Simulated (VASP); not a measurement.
Level of theory: vdW-DF-cx, VASP's PBE PAW potentials (set 64) (plane waves; VASP 6.6.1).

VASP input:

**KPOINTS**
```
k-points along high-symmetry lines
15
Line-mode
Reciprocal
  0.000000   0.000000   0.000000 ! GAMMA
  0.000000   0.500000   0.000000 ! X

  0.000000   0.500000   0.000000 ! X
  0.500000   0.500000   0.000000 ! M

  0.500000   0.500000   0.000000 ! M
  0.000000   0.000000   0.000000 ! GAMMA

  0.000000   0.000000   0.000000 ! GAMMA
  0.500000   0.500000   0.500000 ! R

  0.500000   0.500000   0.500000 ! R
  0.000000   0.500000   0.000000 ! X

  0.500000   0.500000   0.500000 ! R
  0.500000   0.500000   0.000000 ! M
```

### POSCAR
```
CsCl
1
    4.0841284110     0.0000000000     0.0000000000
    0.0000000000     4.0841284110     0.0000000000
    0.0000000000     0.0000000000     4.0841284110
Cs Cl
1 1
Direct
  0.0000000000   0.0000000000   0.0000000000
  0.5000000000   0.5000000000   0.5000000000
```

INCAR:
```
SYSTEM  =  CsCl
PREC  =  Accurate; ENCUT  =  520; LREAL  =  .FALSE.
LASPH  =  .TRUE.; ICHARG  =  11
EDIFF  =  1E-7; NELM  =  100; ALGO  =  Normal
LMAXMIX  =  4
ISMEAR  =  0; SIGMA  =  0.05
GGA  =  CX; LUSE_VDW  =  .TRUE.; AGGAC  =  0.0
LWAVE  =  .FALSE.; LCHARG  =  .FALSE.; LORBIT  =  11
```

POTCAR, in this order: Cs_sv Cl (PBE.64 set). Program: vasp_std. Read from the step before: CHGCAR.

What VASP printed:

OSZICAR:
```
       N       E                     dE             d eps       ncg     rms          rms(c)
DAV:   1     0.100572395810E+03    0.10057E+03   -0.71161E+03  2160   0.116E+03
DAV:   2     0.487941128702E+01   -0.95693E+02   -0.88293E+02  3240   0.190E+02
DAV:   3    -0.217560999741E+01   -0.70550E+01   -0.70195E+01  2688   0.587E+01
DAV:   4    -0.225612831192E+01   -0.80518E-01   -0.80481E-01  2536   0.742E+00
DAV:   5    -0.225726907246E+01   -0.11408E-02   -0.11406E-02  2728   0.868E-01
DAV:   6    -0.225729761116E+01   -0.28539E-04   -0.28537E-04  2596   0.135E-01
DAV:   7    -0.225729850599E+01   -0.89483E-06   -0.89477E-06  2716   0.216E-02
DAV:   8    -0.225729853756E+01   -0.31574E-07   -0.31581E-07  2380   0.382E-03
   1 F= -.22572985E+01 E0= -.22572985E+01  d E =-.214075E-18
```

OUTCAR:
```
 val. band max:       -0.2229085404   @ k =   0.0000   0.0000   0.0000

 cond. band min:       5.1332505399   @ k =   0.0000   0.0000   0.0000



 k-point     1 :       0.0000    0.0000    0.0000
  band No.  band energies     occupation
      1     -19.5886      2.00000
      2     -12.3945      2.00000
      3      -6.0450      2.00000
      4      -6.0450      2.00000
      5      -6.0450      2.00000
      6      -0.2229      2.00000
      7      -0.2229      2.00000
      8      -0.2229      2.00000
      9       5.1333      0.00000
     10       5.1333      0.00000
     11       5.1628      0.00000
     12       9.8765      0.00000

 k-point     2 :       0.0000    0.0357    0.0000
  band No.  band energies     occupation
      1     -19.5875      2.00000
      2     -12.3951      2.00000
      3      -6.0531      2.00000
      4      -6.0431      2.00000
      5      -6.0431      2.00000
      6      -0.2429      2.00000
      7      -0.2261      2.00000
      8      -0.2261      2.00000
      9       5.1422      0.00000
     10       5.1655      0.00000
     11       5.1967      0.00000
     12       9.8676      0.00000

 k-point     3 :       0.0000    0.0714    0.0000
  band No.  band energies     occupation
      1     -19.5842      2.00000
      2     -12.3970      2.00000
      3      -6.0768      2.00000
      4      -6.0375      2.00000
      5      -6.0375      2.00000
      6      -0.3008      2.00000
      7      -0.2355      2.00000
      8      -0.2355      2.00000
      9       5.1690      0.00000
     10       5.2574      0.00000
     11       5.3000      0.00000
     12       9.8365      0.00000

 k-point     4 :       0.0000    0.1071    0.0000
  band No.  band energies     occupation
      1     -19.5788      2.00000
      2     -12.4000      2.00000
      3      -6.1142      2.00000
      4      -6.0284      2.00000
      5      -6.0284      2.00000
      6      -0.3910      2.00000
      7      -0.2508      2.00000
...
```

The density is held fixed in this step, so its total energy and stress have no physical meaning. Unless said otherwise, spin-orbit coupling is left out, though it shifts the bands of the heavy elements here.

The compound is CsCl in the CsCl type structure. It was relaxed first.
